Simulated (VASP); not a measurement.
# Ag (I4/mmm) in VASP: a series of runs, part 2 of 2

VASP 6.6.1. The steps go on from the part before.

### 3 Relaxation of cell and atoms, PBEsol

This run uses another cell than the first one, of 16.66 Å³/atom, 0.987 times its volume.

Contents of INCAR:

```
PREC = Accurate
ENCUT = 600
EDIFF = 1E-7
ISMEAR = 0
SIGMA = 0.1
LREAL = False
LASPH = True
NELM = 100
ALGO = Normal
ISIF = 3
LWAVE = False
LCHARG = False
GGA = PS
IBRION = 2
NSW = 90
EDIFFG = -0.04
```

Contents of KPOINTS:

```
regular mesh
0
Gamma
  8 8 8
```

Contents of POSCAR:

```
Ag
1.0
   -1.6630099053      1.6630099053      1.5063644006
    1.6630099053     -1.6630099053      1.5063644006
    1.6630099053      1.6630099053     -1.5063644006
Ag
1
Direct
    0.5000000000      0.5000000000      0.0000000000
```

Potentials or basis: VASP PAW PBE potentials, release 64 (Ag).

Started as:

```bash
> cat potpaw_PBE.64/Ag/POTCAR > POTCAR
> mpirun -np 1 vasp_std > vasp.out
```

OUTCAR:

```text
PREC = Accurate
   ENCUT = 600
   EDIFF = 1E-7
   ISMEAR = 0
   LREAL = False
   LASPH = True
   NELM = 100
   ISIF = 3
   GGA = PS
   IBRION = 2
   NSW = 90
   EDIFFG = -0.04

 ion  position               nearest neighbor table
   1  0.500  0.500  0.000-

  LATTYP: Found a body centered tetragonal cell.
 ALAT       =     3.3260198106
 C/A-ratio  =     0.9058060303

  Lattice vectors:

 A1 = (  -1.6630099053,   1.6630099053,   1.5063644006)
 A2 = (   1.6630099053,  -1.6630099053,   1.5063644006)
 A3 = (   1.6630099053,   1.6630099053,  -1.5063644006)

Analysis of symmetry for initial positions (statically):
=====================================================================
 Subroutine PRICEL returns:
 Original cell was already a primitive cell.

 Routine SETGRP: Setting up the symmetry group for a
 body centered tetragonal supercell.

 Subroutine GETGRP returns: Found 16 space group operations
 (whereof 16 operations were pure point group operations)
 out of a pool of 16 trial point group operations.

The static configuration has the point symmetry D_4h.

Analysis of symmetry for dynamics (positions and initial velocities):
=====================================================================
 Subroutine PRICEL returns:
 Original cell was already a primitive cell.

 Routine SETGRP: Setting up the symmetry group for a
 body centered tetragonal supercell.

 Subroutine GETGRP returns: Found 16 space group operations
 (whereof 16 operations were pure point group operations)
 out of a pool of 16 trial point group operations.

The dynamic configuration has the point symmetry D_4h.

 Subroutine INISYM returns: Found 16 space group operations
 (whereof 16 operations are pure point group operations),
 and found     1 'primitive' translations

----------------------------------------------------------------------------------------

                                     Primitive cell

  volume of cell :      16.6640

  direct lattice vectors                    reciprocal lattice vectors
    -1.663009905  1.663009905  1.506364401     0.000000000  0.300659664  0.331924998
     1.663009905 -1.663009905  1.506364401     0.300659664  0.000000000  0.331924998
     1.663009905  1.663009905 -1.506364401     0.300659664  0.300659664  0.000000000

  length of vectors
     2.792908448  2.792908448  2.792908448     0.447850910  0.447850910  0.425196975

  position of ions in fractional coordinates (direct lattice)
     0.500000000  0.500000000  0.000000000

  ion indices of the primitive-cell ions
   primitive index   ion index
                 1           1

----------------------------------------------------------------------------------------

 KPOINTS: regular mesh

Automatic generation of k-mesh.
 Grid dimensions read from file:
 generate k-points for:    8    8    8

 Generating k-lattice:

  Cartesian coordinates                     Fractional coordinates (reciprocal lattice)
     0.000000000  0.037582458  0.041490625     0.125000000  0.000000000  0.000000000
     0.037582458  0.000000000  0.041490625     0.000000000  0.125000000  0.000000000
     0.037582458  0.037582458  0.000000000     0.000000000  0.000000000  0.125000000
[... 47 lines left out ...]
 SYSTEM =  unknown system
   PREC   = accura    normal or accurate (medium, high low for compatibility)
   ISTART =      0    job   : 0-new  1-cont  2-samecut
   ICHARG =      2    charge: 1-file 2-atom 10-const
   ISPIN  =      1    spin polarized calculation?
   LNONCOLLINEAR =      F non collinear calculations
   LSORBIT =      F    spin-orbit coupling
   LASPH  =      T    aspherical Exc in radial PAW
   ENCUT  =  600.0 eV  44.10 Ry    6.64 a.u.   5.58  5.58  5.58*2*pi/ulx,y,z
   NELM   =    100;   NELMIN=  2; NELMDL= -5     # of ELM steps
   EDIFF  = 0.1E-06   stopping-criterion for ELM
   LREAL  =      F    real-space projection
   EDIFFG = -.4E-01   stopping-criterion for IOM
   NSW    =     90    number of steps for IOM
   IBRION =      2    ionic relax: 0-MD 1-quasi-New 2-CG
   NFREE  =      1    steps in history (QN), initial steepest desc. (CG)
   ISIF   =      3    stress and relaxation
   ISYM   =      2    0-nonsym 1-usesym 2-fastsym
   POTIM  = 0.5000    time-step for ionic-motion
   TEBEG  =    0.0;   TEEND  =   0.0 temperature during run
   PSTRESS=    0.0 pullay stress
   NELECT =      11.0000    total number of electrons
   NUPDOWN=      -1.0000    fix difference up-down
   EMIN   =  10.00;   EMAX   =-10.00  energy-range for DOS
   EFERMI =   0.00;   METHOD = LEGACY
   ISMEAR =     0;   SIGMA  =   0.10  broadening in eV -4-tet -1-fermi 0-gaus
   EFERMI_NEDOS =   21; number of points for ismear=-14 and -15
   IALGO  =     38    algorithm
   IMIX   =      4    mixing-type and parameters
     AMIX     =   0.40;   BMIX     =  1.00
     AMIX_MAG =   1.60;   BMIX_MAG =  1.00
  volume/ion in A,a.u.               =      16.66       112.45
  Fermi-wavevector in a.u.,A,eV,Ry     =   1.425430  2.693672 27.644998  2.031850
  Thomas-Fermi vector in A             =   2.545815
   LORBIT       =      0    0 simple, 1 ext, 2 COOP (PROOUT), +10 PAW based schemes
   GGA     = PS    functional components
   LHFCALC =     F    Hartree Fock is set to
   AEXX    =    0.0000 exact exchange contribution
   IVDW    =     0    specifies the selected vdW correction
   LEPSILON=     F    determine dielectric tensor
   LRPA    =     F    only Hartree local field effects (RPA)
 conjugate gradient relaxation of ions
 non-spin polarized calculation
 Gauss-broadening in eV      SIGMA  =   0.10
  energy-cutoff  :      600.00
  volume of cell :       16.66
 maximum number of plane-waves:       568
 NGX is ok and might be reduce to    24

--------------------------------------- Ionic step        1  -------------------------------------------

 number of electron      11.0000002 magnetization

 Free energy of the ion-electron system (eV)
  ---------------------------------------------------
  ext. energy  EPLUGINS =         0.00000000
  ---------------------------------------------------
  free energy    TOTEN  =        -3.23360527 eV

  energy without entropy =       -3.23056126  energy(sigma->0) =       -3.23208326

------------------------ aborting loop because EDIFF is reached ----------------------------------------

  FORCE on cell =-STRESS in cart. coord.  units (eV):
  Direction    XX          YY          ZZ          XY          YZ          ZX
  --------------------------------------------------------------------------------------
  -------------------------------------------------------------------------------------
  Total        0.1667995      0.1667995     -0.0044303      0.0000000      0.0000000      0.0000000
  in kB       16.0370910     16.0370910     -0.4259571      0.0000000      0.0000000      0.0000000
  external PRESSURE =      10.5494083 kB  Pullay stress =       0.0000000 kB
[... 162 lines left out ...]
--------------------------------------- Ionic step        6  -------------------------------------------

 number of electron      11.0000002 magnetization

 Free energy of the ion-electron system (eV)
  ---------------------------------------------------
  ext. energy  EPLUGINS =         0.00000000
  ---------------------------------------------------
  free energy    TOTEN  =        -3.23660233 eV

  energy without entropy =       -3.23451202  energy(sigma->0) =       -3.23555718

 E-fermi :   8.3497     XC(G=0): -12.4627

 val. band max:        8.2972258831   @ k =   0.2500   0.1250   0.1250
 cond. band min:       8.4622333824   @ k =   0.5000   0.2500   0.0000
 fundamental gap:      0.1650074993
 Fermi energy:         8.3496838961

 k-point     1 :       0.0000    0.0000    0.0000
  band No.  band energies     occupation
      1       0.4668      2.00000
      2       3.0446      2.00000
      3       3.7419      2.00000
      4       3.7419      2.00000
      5       4.2878      2.00000
      6       5.0941      2.00000
      7      25.3709      0.00000
      8      25.3709      0.00000
      9      28.2630      0.00000
[... 265 lines left out ...]
 k-point    24 :       0.3750    0.1250    0.1250
  band No.  band energies     occupation
      1       2.3938      2.00000
      2       2.5591      2.00000
      3       4.4587      2.00000
      4       4.7547      2.00000
      5       5.2803      2.00000
      6      10.8023      0.00000
      7      13.3312      0.00000
      8      18.3811      0.00000
      9      18.7824      0.00000

 [... further k-points ...]

------------------------ aborting loop because EDIFF is reached ----------------------------------------

  FORCE on cell =-STRESS in cart. coord.  units (eV):
  Direction    XX          YY          ZZ          XY          YZ          ZX
  --------------------------------------------------------------------------------------
  -------------------------------------------------------------------------------------
  Total       -0.0358260     -0.0358260     -0.0332199      0.0000000      0.0000000      0.0000000
  in kB       -3.3972671     -3.3972671     -3.1501384      0.0000000      0.0000000      0.0000000
  external PRESSURE =      -3.3148909 kB  Pullay stress =       0.0000000 kB
[... 16 lines left out ...]
  FREE ENERGIE OF THE ION-ELECTRON SYSTEM (eV)
  ---------------------------------------------------
  free  energy   TOTEN  =        -3.2366023345 eV

  energy  without entropy=       -3.2345120174  energy(sigma->0) =       -3.23555718

 reached required accuracy - stopping structural energy minimisation
```

CONTCAR:

```text
Ag
   1.00000000000000
    -1.6906842428153259    1.6906842428153259    1.4777273774028510
     1.6906842428153259   -1.6906842428153259    1.4777273774028510
     1.6906842428153259    1.6906842428153259   -1.4777273774028510
  Ag
     1
Direct
     0.5000000000000000    0.5000000000000000    1.0000000000000000

  0.00000000E+00  0.00000000E+00  0.00000000E+00
```

Run time: 23 s. Hardware: 1 thread of Intel Xeon Platinum 8488C (Sapphire Rapids), shared host; peak memory 0.15 GiB.

What came out:

- Free energy: -3.2366 eV
- Relaxed volume: 16.90 Å³/atom
- Relaxed cell: a = 2.811 Å, b = 2.811 Å, c = 2.811 Å, α = 106.05°, β = 106.05°, γ = 116.56°
- Space group after relaxing (to 0.05 Å): I4/mmm (No. 139)
- Energy gained by relaxing: 3.0 meV/atom
- Ionic steps: 6
- Pressure after relaxing: -0.3 GPa
- Band gap on the k mesh: none (metal or under the smearing width)

Step by step:
```tsv
step	energy change (eV)	largest force (eV/Å)	pressure (GPa)	volume (Å³)
1	0.0000	0.0000	1.05	16.66
2	-0.0012	0.0000	-0.67	16.93
3	-0.0012	0.0000	-0.54	16.91
4	-0.0024	0.0000	-0.47	16.91
5	-0.0030	0.0000	-0.35	16.90
6	-0.0030	0.0000	-0.33	16.90
```

Final structure:
```yaml
crystal:
  lattice:
    - [-1.69068, 1.69068, 1.47773]
    - [1.69068, -1.69068, 1.47773]
    - [1.69068, 1.69068, -1.47773]
  atoms:
    - { symbol: Ag, position: [0.50000, 0.50000, 0.00000] }
```

Caveat: the PAW data sets were made with another functional, which shifts forces and pressure a little.

### 4 Single point, PBEsol

This run uses another cell than the first one: it holds 4 atoms, not 1.

Contents of INCAR:

```
ALGO = Normal
EDIFF = 1E-6
ENCUT = 520
GGA = PS
ISIF = 2
ISMEAR = 0
LASPH = T
LCHARG = F
LREAL = F
LWAVE = F
NBANDS = 30
NELM = 100
PREC = Accurate
SIGMA = 0.1
```

Contents of KPOINTS:

```
k-points
0
Gamma
  6 6 4
```

Contents of POSCAR:

```
Ag
1.0
    2.2090603875     -3.7439476911      0.0000000000
    2.2090603875      3.7439476911      0.0000000000
    0.0000000000      0.0000000000      4.4239976288
Ag
4
Direct
    0.1525000000      0.8475000000      0.0785000000
    0.6525000000      0.3475000000      0.4215000000
    0.8475000000      0.1525000000      0.9215000000
    0.3475000000      0.6525000000      0.5785000000
```

Started as:

```bash
> cat potpaw_PBE.64/Ag/POTCAR > POTCAR
> mpirun -np 1 vasp_std > vasp.out
```

Wall time 45 s (1 thread of Intel Xeon Platinum 8488C (Sapphire Rapids), shared host); peak memory 0.21 GiB.

It converged, with:

```
Free energy            : -10.8193 eV
Pressure               : 13.6 GPa
Largest force          : 1.515 eV/Å
Band gap on the k mesh : none (metal or under the smearing width)
```

Forces in eV/Å, atoms in the order of the input:
```
Ag   0.000 -1.460  0.403
Ag   0.000 -1.460 -0.403
Ag   0.000  1.460 -0.403
Ag   0.000  1.460  0.403
```

Stress tensor (GPa, compression positive):
```
 5.83  0.00  0.00
 0.00 24.66  0.00
 0.00  0.00 10.37
```

Levels at points of the mesh, in eV from the Fermi level:
```csv
k point,band 20,band 21,band 22,band 23,band 24,band 25
"(0.00, 0.00, 0.00)",-2.77,-2.62,1.70,3.12,4.29,4.34
"(0.50, 0.00, 0.00)",-3.07,-2.41,-2.41,2.94,2.94,4.06
"(0.50, 0.50, 0.00)",-2.96,-2.79,-2.06,0.67,4.20,4.73
"(0.00, 0.00, 0.50)",-3.03,-2.74,-2.74,6.04,6.04,6.69
"(0.50, 0.00, 0.50)",-2.91,-1.44,-1.44,-0.33,-0.33,3.24
"(0.50, 0.50, 0.50)",-3.04,-1.23,-1.23,0.03,0.03,4.52
```

Caveat: the PAW data sets were made with another functional, which shifts forces and pressure a little.

### 5 Summary

```csv
task,cell,k mesh,cutoff (eV),gap on the mesh (eV),pressure (GPa)
single point,"I4/mmm, 16.88 Å³/atom",8 × 8 × 8,520,none,-0.2
relaxation of cell and atoms,relaxed,8 × 8 × 8,600,none,-0.3
single point,"Cmce, 18.29 Å³/atom",6 × 6 × 4,520,none,13.6
```

Alike in all rows: level PBEsol; potentials or basis VASP PAW PBE potentials, release 64 (Ag); no spin polarisation; smearing gaussian 0.1 eV.

Caveats: the PAW data sets were made with another functional, which shifts forces and pressure a little.

Absolute energies hang on the potentials; compare differences alone.
